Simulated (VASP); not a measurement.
A calculation with VASP 6.6.1 of PtS2 (ASE script, structure from a CIF):

File run.py:

```python
from ase.calculators.vasp import Vasp
from ase.dft.bandgap import bandgap
from ase.io import read

atoms = read('PtS2.cif', primitive_cell=True, subtrans_included=False)
calc = Vasp(
    directory='calc',
    xc='pbe',
    pp='PBE',
    setups='recommended',
    prec='Accurate',
    encut=520,
    ediff=1e-07,
    ismear=0,
    sigma=0.02,
    lreal=False,
    lasph=True,
    nelm=60,
    algo='Normal',
    isif=2,
    lwave=False,
    lcharg=False,
    kpts=[9, 9, 5],
    gamma=True,
    nbands=18,
)
atoms.calc = calc

print('energy (eV):', atoms.get_potential_energy())
print('free energy (eV):', atoms.get_potential_energy(force_consistent=True))
print('forces (eV/A):')
print(atoms.get_forces())
print('stress (eV/A^3, Voigt):', atoms.get_stress())
print('Fermi level (eV):', calc.get_fermi_level())
gap, top, bottom = bandgap(calc)
print('band gap (eV):', gap, 'from (spin, k, band)', top, 'to', bottom)
```

The input PtS2.cif:

```cif
data_PtS2
_cell_length_a 3.54320000
_cell_length_b 3.54320000
_cell_length_c 5.03880000
_cell_angle_alpha 90.00000000
_cell_angle_beta 90.00000000
_cell_angle_gamma 120.00000000
_space_group_name_H-M_alt 'P-3m1'
_space_group_name_Hall '-P 3 2"'
_space_group_IT_number 164
loop_
_space_group_symop_operation_xyz
'x,y,z'
'-x,-y,-z'
'-y,x-y,z'
'y,-x+y,-z'
'-x+y,-x,z'
'x-y,x,-z'
'y,x,-z'
'-y,-x,z'
'x-y,-y,-z'
'-x+y,y,z'
'-x,-x+y,-z'
'x,x-y,z'
loop_
_atom_site_label
_atom_site_type_symbol
_atom_site_symmetry_multiplicity
_atom_site_Wyckoff_symbol
_atom_site_fract_x
_atom_site_fract_y
_atom_site_fract_z
_atom_site_occupancy
Pt1 Pt 1 a 0.0000000000 0.0000000000 0.0000000000 1
S1 S 2 d 0.6666666667 0.3333333333 0.7730000000 1
```

Potentials or basis: VASP PAW PBE potentials, release 64 (Pt, S).

Run with:

```bash
$ python run.py
```

Question: Write the same calculation in another form: native input, structure from a POSCAR.

Answer: As run:

INCAR

```
SYSTEM = PtS2
PREC = Accurate
ENCUT = 520
EDIFF = 1E-6
ISMEAR = 0
SIGMA = 0.02
LREAL = .FALSE.
LASPH = .TRUE.
NELM = 100
ALGO = Fast
ISIF = 2
LWAVE = .FALSE.
LCHARG = .TRUE.
GGA = PE
LELF = .TRUE.
LVHAR = .TRUE.
```

The input KPOINTS:

```
Automatic mesh
0
G
  9 9 5
  0 0 0
```

The input POSCAR:

```
PtS2
1.0
    3.5432000000      0.0000000000      0.0000000000
   -1.7716000000      3.0685012107      0.0000000000
    0.0000000000      0.0000000000      5.0388000000
Pt S
1 2
Direct
    0.0000000000      0.0000000000      0.0000000000
    0.6666666667      0.3333333333      0.7730000000
    0.3333333333      0.6666666667      0.2270000000
```

Potentials or basis: VASP PAW PBE potentials, release 64 (Pt, S).

Run with:

```console
$ cat potpaw_PBE.64/Pt/POTCAR potpaw_PBE.64/S/POTCAR > POTCAR
$ mpirun -np 1 vasp_std > vasp.out
```

Both were run:

|  | ASE script, structure from a CIF | native input, structure from a POSCAR |
| --- | --- | --- |
| Pressure | 11.1 GPa | 11.1 GPa |
| Largest force | 1.213 eV/Å | 1.213 eV/Å |
| Band gap on the k mesh | 1.03 eV, indirect (least direct gap 1.08 eV) | 1.03 eV, indirect (least direct gap 1.08 eV) |

Keys that steer only the numerical path or the files written may differ.

Caveat: spin-orbit coupling is left out, which moves the levels of the heavy elements; an odd mesh through Γ misses points on the zone boundary, where band edges often lie; forces of over 1 eV/Å show positions far from the minimum, so gaps and moduli don't describe the material at rest.
